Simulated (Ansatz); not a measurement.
## Calculated quadrupolar parameters for HfO₂

The cell is a COD entry, ions relaxed with PBE at fixed cell.

Space group P2_1/c (No. 14); a = 5.1180, b = 5.1857, c = 5.2841 Å, β = 99.35°.

```
site  Wyckoff  site symmetry       x       y       z
  Hf       4e              1  0.2767  0.0419  0.2081
  O5       4e              1  0.4466  0.7584  0.4803
  O9       4e              1  0.0726  0.3393  0.3389
```

One atom of each set is listed.

Level of theory: DFT, LDA, plane waves and PAW, scalar-relativistic, 420 eV cutoff, Γ-centred 6×6×6 k-points, Fermi–Dirac smearing 0.02 eV (Ansatz 0.2.0).

C_Q = eQV_zz/h, which is 24.18 MHz for Q = 1 b and V_zz = 10²¹ V/m²; η = (V_xx − V_yy)/V_zz. ν_Q = 3|C_Q|/[2I(2I − 1)].

177Hf: I = 7/2, Q = 3365 mb; ¹⁷O: I = 5/2, Q = -25.58 mb. Quadrupole moments are those of Pyykkö's year-2017 table.

Problem. What field gradients does the calculation give at each kind of site?

Solution. 

```tsv
site	atoms	first shell	C_Q (MHz)	η	ν_Q (MHz)
Hf	4	7 O at 2.04–2.24 Å	1029	0.17	73.5
O5	4	4 Hf at 2.14–2.24 Å	-0.674	0.92	0.101
O9	4	3 Hf at 2.04–2.15 Å	0.676	0.94	0.101
```

At this cell the LDA pressure is -9 GPa, so with LDA the cell would shrink if it were relaxed. Without spin–orbit coupling the gradients at and beside Hf can be off by some per cent, at some sites by more. Where η is near 1 the sign of V_zz means little.

The run took 17 s of wall time (62 s of CPU time) and 1.1 GiB at its peak, on 4 threads of Intel Xeon Platinum 8375C CPU @ 2.90GHz (Ice Lake) (x86_64; 16 cores open to the job, memory cap 8.0 GiB, no GPU), a shared host with a load of 0.6 a core.
